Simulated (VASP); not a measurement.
Write the native input for VASP 6.6.1 that does the following.

```yaml
Task: relaxation of cell and atoms
Functional: PBE
Potentials_or_basis: VASP PAW PBE potentials, release 64 (Re)
Cutoff: 520 eV
k_mesh: 18 × 18 × 10
Occupations: gaussian, width 0.1 eV
Spin: no spin polarisation
Further_INCAR_settings: ALGO = Fast; EDIFF = 1e-07; IBRION = 2; EDIFFG = -0.15; NSW = 80; ISIF = 3
```

The structure of Re lies in POSCAR:

```
Re
1.0
    2.7608000000      0.0000000000      0.0000000000
   -1.3804000000      2.3909229300      0.0000000000
    0.0000000000      0.0000000000      4.4582000000
Re
2
Direct
    0.3333333300      0.6666666700      0.2500000000
    0.6666666700      0.3333333300      0.7500000000
```

One way to write it, as run:

INCAR

```
ALGO = Fast
EDIFF = 1E-7
EDIFFG = -0.15
ENCUT = 520
GGA = PE
IBRION = 2
ISIF = 3
ISMEAR = 0
LASPH = True
LCHARG = False
LREAL = False
LWAVE = False
NELM = 100
NSW = 80
PREC = Accurate
SIGMA = 0.1
```

KPOINTS

```
k-points
0
Gamma
  18 18 10
```

Potentials or basis: VASP PAW PBE potentials, release 64 (Re).

Command:

```sh
$ cat potpaw_PBE.64/Re/POTCAR > POTCAR
$ mpirun -np 1 vasp_std > vasp.out
```

Results of the run:

The relaxed volume is 14.93 Å³/atom. The relaxed cell is a = 2.774 Å, b = 2.774 Å, c = 4.481 Å, α = 90.00°, β = 90.00°, γ = 120.00°. The space group after relaxing (to 0.05 Å) is P6_3/mmc (No. 194). The energy gained by relaxing is 3.7 meV/atom, the ionic steps are 3 and the pressure after relaxing is -0.1 GPa. The band gap on the k mesh is none (metal or under the smearing width).

Wall time 87 s on 1 thread of Intel(R) Xeon(R) 6975P-C (Granite Rapids), on a shared host, peak memory 0.21 GiB.
